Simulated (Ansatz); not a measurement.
Wanted: the native input for an Ansatz 0.2.0 run.

```yaml
Task: band structure
Functional: r2SCAN
Potentials_or_basis: Ansatz PAW
Cutoff: "500 eV (not typed: the program's choice for these potentials)"
k_mesh: 8 × 8 × 5
Occupations: fermi-dirac, width 0.05 eV
Spin: spin-orbit coupling, no magnetisation
Path: "[[\"G\", \"M\", \"K\", \"G\", \"A\", \"L\", \"H\", \"A\"], [\"L\", \"M\"], [\"K\", \"H\"]]"
Points_for_each_segment_of_the_path: 14
```

Pd:

```
Pd
1.0
     2.78367    0.00000    0.00000
    -1.39183    2.41072    0.00000
     0.00000    0.00000    4.62889
Pd
2
Direct
  0.33333 0.66667 0.25000
  0.66667 0.33333 0.75000
```

This isn't the form of Pd at room conditions, which is fcc.

The input as run:

input.yaml

```yaml
crystal:
  lattice:
    - [2.7836650458, 0.0, 0.0]
    - [-1.3918325229, 2.4107246453, 0.0]
    - [0.0, 0.0, 4.628893]
  atoms:
    - { symbol: Pd, position: [0.3333333333, 0.6666666667, 0.25] }
    - { symbol: Pd, position: [0.6666666667, 0.3333333333, 0.75] }
hamiltonian:
  xc: r2scan
  pseudopotentials: { kind: paw_fr }
magnetization:
  noncollinear: true
  spin_orbit: true
kpoints:
  mp_grid: { grid: [8, 8, 5] }
  band_path:
    path:
      - [[0.0, 0.0, 0.0], [0.5, 0.0, 0.0], [0.3333333333, 0.3333333333, 0.0], [0.0, 0.0, 0.0], [0.0, 0.0, 0.5], [0.5, 0.0, 0.5], [0.3333333333, 0.3333333333, 0.5], [0.0, 0.0, 0.5]]
      - [[0.5, 0.0, 0.5], [0.5, 0.0, 0.0]]
      - [[0.3333333333, 0.3333333333, 0.0], [0.3333333333, 0.3333333333, 0.5]]
    npoints: 14
scf:
  occupations: { method: fermi_dirac, width: 0.05 }
  n_extra_bands: 6
output:
  forces: true
  stress: true
  eigenvalues: true
  fatbands: true
```

Potentials or basis: Ansatz PAW.

Launch:

```sh
$ ansatz run input.yaml --threads 2 --pin off --max-ram 5632MiB --backend cpu --events-out ev --progress --plain --runs-dir out
```

It gave:

| Quantity | Value |
| --- | --- |
| Pressure | -5.6 GPa |
| Band gap on the k mesh | none (metal or under the smearing width) |

Caveat: the PAW data sets come from PBE, with cores solved anew for the run's functional, which leaves a small shift of forces and pressure.

It took 41 s on 2 threads of Arm Neoverse V1, with other jobs on the host, peak memory 0.51 GiB.
